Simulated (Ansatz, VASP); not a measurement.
**One calculation of TaN, two programs**

```xyz
6
Lattice="5.1258 0.0000 0.0000 -2.5629 4.4391 0.0000 0.0000 0.0000 2.8717" Properties=species:S:1:pos:R:3 pbc="T T T"
Ta    0.0000    2.9594    1.4358
Ta    2.5629    1.4797    1.4358
Ta    0.0000    0.0000    0.0000
N     2.0137    0.0000    0.0000
N     1.5561    2.6952    0.0000
N    -1.0068    1.7439    0.0000
```

Alike in both runs: task single point; functional PBEsol; k mesh 5 × 5 × 8; no spin polarisation.

```csv
,VASP,Ansatz
version,VASP 6.6.1,Ansatz 0.2.0
potentials or method,"VASP PAW PBE potentials, release 64 (Ta_pv, N)","plane waves, PAW"
plane-wave cutoff (eV),520,517
occupations,"fermi-dirac, width 0.1 eV",fermi-dirac
valence electrons in the cell,48,54
```

VASP gave:

```
pressure (GPa)                                  : 11.5
largest component of the traceless stress (GPa) : 0.85
```

**Question.** Which values does Ansatz return?

**Answer.** Pressure (GPa): 10.5; largest component of the traceless stress (GPa): 0.76.

The two sets of potentials don't hold the same shells in valence.

Caveats: the PAW data sets were made with another functional, which shifts forces and pressure a little (VASP). Spin-orbit coupling is left out, which matters for the levels of Ta.
